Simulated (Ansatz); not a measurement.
What strain does to KBr (Fm-3m)

A 2-atom cell of KBr started from a crystallographic database, relaxed with r2SCAN in Ansatz 0.2.0. It is cubic, Fm-3m (No. 225); a = 6.605 Å in the conventional setting, 36.02 Å³ an atom. K is surrounded by 6 Br at 3.30 Å; Br is surrounded by 6 K at 3.30 Å.

The axes x, y and z are those of this cell:
```xyz
2
Lattice="0.0000 3.3024 3.3024 3.3024 0.0000 3.3024 3.3024 3.3024 0.0000" Properties=species:S:1:pos:R:3 pbc="T T T"
K     0.0000    0.0000    0.0000
Br    3.3024    3.3024    3.3024
```

Unstrained: The PBE gap is direct at Γ: 4.430 eV. With r2SCAN the gap is 5.071 eV and direct, at Γ. With HSE06 the gap is 5.596 eV and direct, at Γ. Meshes: PBE 6×6×6, r2SCAN 6×6×6, HSE06 4×4×4. Strains are changes of length per length. After each strain the atoms were relaxed again with r2SCAN within the symmetry that the strain leaves, so tilts or polar shifts that break it weren't tested; points keep the names that they have in the unstrained zone. No spin polarisation and no zero-point or thermal motion.

Changes of the least gap in eV (an overlap counts as a negative gap):
```
                            strain  volume change (%)  space group     PBE  r2SCAN   HSE06  G0W0@PBE (mesh)  energy rise, r2SCAN (meV/atom)
 isotropic -4.56 % on every length              -13.1        Fm-3m  +0.410  +0.440  +0.446            +0.35                            41.5
          uniaxial -0.92 % along z               -0.9       I4/mmm  +0.021  +0.022  +0.024            +0.02                             0.5
biaxial +4.59 % in x and y, z held               +9.4       I4/mmm  -0.234  -0.250  -0.252            -0.20                            16.3
          uniaxial +5.68 % along x               +5.7       I4/mmm  -0.151  -0.163  -0.163            -0.13                            10.5
```
Unstrained, G0W0@PBE with 300 empty bands, a screening cutoff of 150 eV and a 4×4×4 mesh gives 6.99 eV on its mesh; the band count follows the volume. G0W0 values are finite-basis, finite-mesh values.

Isotropic -4.56 % on every length. HSE06: the gap goes from 5.596 to 6.042 eV (+0.446 eV). Stress change with r2SCAN, compression positive: xx +3.17, yy +3.17, zz +3.17 GPa. For HSE06, dE_g/d ln V = -3.2 eV over this step.

Uniaxial -0.92 % along z, other directions held. HSE06: the gap goes from 5.596 to 5.620 eV (+0.024 eV). Stress change with r2SCAN, compression positive: xx +0.04, yy +0.04, zz +0.38 GPa.

Biaxial +4.59 % in x and y, z held. HSE06: the gap goes from 5.596 to 5.344 eV (-0.252 eV). Stress change with r2SCAN, compression positive: xx -1.42, yy -1.42, zz -0.39 GPa.

Uniaxial +5.68 % along x, other directions held. HSE06: the gap goes from 5.596 to 5.433 eV (-0.163 eV); with r2SCAN the top three valence levels at Γ, degenerate before, become 2+1 from the top over 18 meV. Stress change with r2SCAN, compression positive: xx -1.49, yy -0.24, zz -0.24 GPa.

The runs are scalar-relativistic, without spin-orbit coupling.

The meshes of the hybrids are coarse, so their gaps aren't converged to the digits shown.

The splittings at Γ are without spin-orbit coupling, which exceeds them in such compounds, regroups them and changes the shifts of the gap.
